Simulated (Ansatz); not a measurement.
## ZrSi2: two-dimensional strain map

Theory: Ansatz, DFT PBEsol, scalar-relativistic, plane waves, PAW. Cutoff 420 eV, Γ-centred 14×14×14 k-points, Gaussian smearing of 0.15 eV. No spin polarisation. Energies are free energies at this smearing, counted from the undisturbed cell; pressure is positive in compression.

Reference structure (relaxed at this level; it needn't be the usual structure):

```
CELL_PARAMETERS angstrom
1.83713 -7.28295 0.00000
1.83713 7.28295 0.00000
0.00000 0.00000 3.65677
ATOMIC_POSITIONS crystal
Zr 0.89528 0.10472 0.75000
Zr 0.10472 0.89528 0.25000
Si 0.55396 0.44604 0.75000
Si 0.44604 0.55396 0.25000
Si 0.25023 0.74977 0.75000
Si 0.74977 0.25023 0.25000
```

The cell is strained by p along both x and y and by q along z, fractional coordinates fixed. Points are written (p, q).

Energy above the undisturbed cell in meV/atom (a dash: not computed):

```csv
p \ q,-0.030,-0.015,0.000,0.015,0.030
-0.030,63.9,43.5,31.3,26.7,28.8
-0.015,30.7,–,–,–,–
0.000,14.5,–,0.0,–,12.8
0.030,25.6,–,26.8,–,52.6
```

Pressure in GPa:

| p \ q | -0.030 | -0.015 | 0.000 | 0.015 | 0.030 |
| --- | --- | --- | --- | --- | --- |
| -0.030 | 15.6 | 12.3 | 9.3 | 6.5 | 4.1 |
| -0.015 | 10.0 | – | – | – | – |
| 0.000 | 5.1 | – | 0.0 | – | -4.2 |
| 0.030 | -2.7 | – | -6.9 | – | -10.3 |